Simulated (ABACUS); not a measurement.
# NaH under changes of volume

One of the cells (14.527 Å³/atom); the others are scaled copies at fixed shape and fractional positions:

```xyz
2
Lattice="0.0000 2.4400 2.4400 2.4400 0.0000 2.4400 2.4400 2.4400 0.0000" Properties=species:S:1:pos:R:3 pbc="T T T"
Na    0.0000    0.0000    0.0000
H     2.4400    2.4400    2.4400
```

```yaml
Program: ABACUS 3.10.1
Functional: PBE
Potentials_or_basis: PseudoDojo NC SR 0.4.1 PBE standard
Cutoff: 1361 eV
Density_cutoff: 5442 eV
Basis: DZP LCAO (the cutoffs set its grid)
k_mesh: 9 × 9 × 9
Occupations: fermi-dirac, width 0.05 eV
Spin: no spin polarisation
```

```tsv
volume (Å³/atom)	energy over the lowest point (meV/atom)	pressure (GPa)	gap on the mesh (eV)
13.655	?	?	?
13.946	0.00	0.2	4.11
14.236	0.10	-0.3	4.07
14.527	0.92	-0.7	4.02
14.817	2.61	-1.1	3.98
15.108	4.90	-1.4	3.94
15.398	7.78	-1.8	3.90
```

Problem. What does the run at 13.655 Å³/atom give?

Solution. Energy over the lowest point 0.84 meV/atom; pressure 0.7 GPa; gap on the mesh 4.16 eV.

Worked out: A Birch-Murnaghan fit of order 3 (a polynomial in V^(-2/3)) to the other rows has its minimum at 14.07 Å³/atom with B0 = V·E''(V) = 24 GPa and B' = 4.4. It gives 0.88 meV/atom at 13.655 Å³/atom, against the run's 0.84, and -dE/dV = 0.8 GPa, against 0.7. A straight line through the other rows of the gap, of slope -2.13 eV per unit of ln V, extrapolates to 4.16 eV, against the run's 4.16.

Energies are extrapolated to zero smearing.

Caveats: the atomic orbitals were generated for these runs and aren't a published set; an odd mesh through Γ misses points on the zone boundary, where band edges often lie; the basis of atomic orbitals isn't converged, which shifts pressures, moduli and gaps.
